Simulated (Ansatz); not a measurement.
From the elastic tensor of SiC to moduli and sound speeds

Theory: DFT LDA, scalar-relativistic, plane waves, PAW in Ansatz. Cutoff 420 eV, 8×8×8 k-points (Γ-centred), fixed occupations. No spin polarisation.

The structure is cubic, space group F-43m (No. 216). Conventional cell: a = 4.329 Å, b = 4.329 Å, c = 4.329 Å, α = 90.00°, β = 90.00°, γ = 90.00°. Around Si (site symmetry -43m) lie 4 C at 1.87 Å. C (site symmetry -43m) is surrounded by 4 Si at 1.87 Å.

The cell is the ideal cubic zincblende prototype.

Relaxed-ion constants (GPa, on the Cartesian axes of the calculation):
```
403.5 143.0 143.0   0.0   0.0   0.0
143.0 403.5 143.0   0.0   0.0   0.0
143.0 143.0 403.5   0.0   0.0   0.0
  0.0   0.0   0.0 251.9   0.0   0.0
  0.0   0.0   0.0   0.0 251.9   0.0
  0.0   0.0   0.0   0.0   0.0 251.9
```

Density 3.283 g/cm³; 2 atoms in 20.28 Å³.

The values that follow are for a polycrystal of randomly turned grains, by Hill's mean where one number stands.

* Bulk modulus, Voigt / Reuss / Hill: 229.8 / 229.8 / 229.8 GPa
* Shear modulus, Voigt / Reuss / Hill: 203.3 / 183.4 / 193.3 GPa
* Young's modulus: 453 GPa
* Poisson ratio: 0.171
* Pugh ratio B/G: 1.19
* Universal anisotropy index: 0.54
* Longitudinal and transverse sound speeds: 12187 and 7674 m/s
* Debye temperature from the mean sound speed: 1162 K

Cost: 1 run of about 0.33 core-minutes, on Oxide Virtual Turin-like Processor (Zen 5) (shared hosts).

The elastic response is that of a stiff, directionally bonded covalent solid. C44 (251.9 GPa) lies well above C12 (143.0 GPa), a strong departure from the Cauchy relation for central forces. It reflects the resistance of the sp³ network to changes in bond angle, so the shear modulus comes close to the bulk modulus and the Poisson ratio is small.

The crystal is nevertheless clearly anisotropic. C44 exceeds half of C11 − C12, which makes Young's modulus largest along ⟨111⟩, the bond directions, and smallest along the cube axes, where strain is accommodated more by bond bending. Strong bonds and light atoms together account for the fast sound and high Debye temperature.

The lattice constant is slightly below the measured one, as expected from LDA overbinding, which probably also stiffens the bulk modulus somewhat. The tensor meets the conditions for elastic stability of the cubic crystal, and the low B/G is consistent with brittleness, but neither hardness nor fracture toughness follows from it.
